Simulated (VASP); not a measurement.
Set up this calculation in VASP 6.6.1, as the native input.

```yaml
Task: density of states
Functional: PBEsol
Potentials_or_basis: VASP PAW PBE potentials, release 64 (Ca_sv, S)
Cutoff: 520 eV
k_mesh: 8 × 8 × 8
Occupations: fermi-dirac, width 0.0158 eV
Spin: no spin polarisation
Dipole_correction: no
k_mesh_for_the_DOS: 12 × 12 × 12
Occupations_for_the_DOS: tetrahedron
Further_INCAR_settings: ALGO = Normal; EDIFF = 1e-07
```

The system is CaS.

```xyz
2
Lattice="0.0000 2.8391 2.8391 2.8391 0.0000 2.8391 2.8391 2.8391 0.0000" Properties=species:S:1:pos:R:3 pbc="T T T"
Ca    0.0000    0.0000    0.0000
S     2.8391    2.8391    2.8391
```

The cell was built by a generator and needn't be a form met in nature.

One way to write it, as run:

POSCAR

```
CaS
1.0
    0.0000000000      2.8391230000      2.8391230000
    2.8391230000      0.0000000000      2.8391230000
    2.8391230000      2.8391230000      0.0000000000
Ca S
1 1
Direct
    0.0000000000      0.0000000000      0.0000000000
    0.5000000000      0.5000000000      0.5000000000
```

INCAR.step1

```
  ALGO = Normal
  EDIFF = 1E-7
  ENCUT = 520
  GGA = PS
  ISIF = 2
  ISMEAR = -1
  LASPH = True
  LCHARG = True
  LREAL = False
  LWAVE = False
  NBANDS = 15
  NELM = 60
  PREC = Accurate
  SIGMA = 0.0158
```

KPOINTS.step1

```
k-points
0
Gamma
  8 8 8
```

INCAR.step2

```
  ALGO = Normal
  EDIFF = 1E-7
  ENCUT = 520
  GGA = PS
  ICHARG = 11
  ISIF = 2
  ISMEAR = -5
  LASPH = True
  LCHARG = False
  LORBIT = 10
  LREAL = False
  LWAVE = False
  NEDOS = 2001
  NELM = 60
  PREC = Accurate
  SIGMA = 0.0158
```

KPOINTS.step2

```
k-points
0
Gamma
  12 12 12
```

Potentials or basis: VASP PAW PBE potentials, release 64 (Ca_sv, S).

The run is started by

```bash
$ cat potpaw_PBE.64/Ca_sv/POTCAR potpaw_PBE.64/S/POTCAR > POTCAR
$ cp INCAR.step1 INCAR
$ cp KPOINTS.step1 KPOINTS
$ mpirun -np 1 vasp_std > vasp.out
$ cp INCAR.step2 INCAR
$ cp KPOINTS.step2 KPOINTS
$ mpirun -np 1 vasp_std > vasp.out
```

It gave:

```
Valence electrons inside the program's atomic spheres : Ca 8.14; S 3.76
```

Run time: 20 s on 1 thread of Intel(R) Xeon(R) 6975P-C (Granite Rapids), with other jobs on the host, peak memory 0.18 GiB.
